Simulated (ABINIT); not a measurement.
As, 2 atoms in the cell. The structure is trigonal, space group R-3m (No. 166). Conventional cell: a = 3.762 Å, b = 3.762 Å, c = 10.542 Å, α = 90.00°, β = 90.00°, γ = 120.00°. As (site symmetry 3m) has 3 As at 2.51 Å as nearest neighbours. 

* Program: ABINIT 10.8.3 (patched build)
* Task: single point
* Functional: PBE
* Potentials or basis: JTH PAW PBE v2.0
* Cutoff: 354 eV
* k mesh: 7 × 7 × 7
* Occupations: fermi-dirac, width 0.05 eV
* Spin: no spin polarisation
* Fine-grid cutoff: 707.496 eV

Potentials or basis: JTH PAW PBE v2.0.

Run with:

```console
$ mpirun --bind-to none -np 4 abinit run.abi > log 2>&1
```

Hardware: 4 MPI ranks on Arm Neoverse V2 (shared host).

**Question.** How long does it take, and how much memory?

**Answer.** Wall time 5.2 s on 4 MPI ranks on Arm Neoverse V2 (shared host), peak memory 0.32 GiB a rank. Counts: scf iterations 10, mpi ranks 4, k points 44, bands 19, plane waves 665.
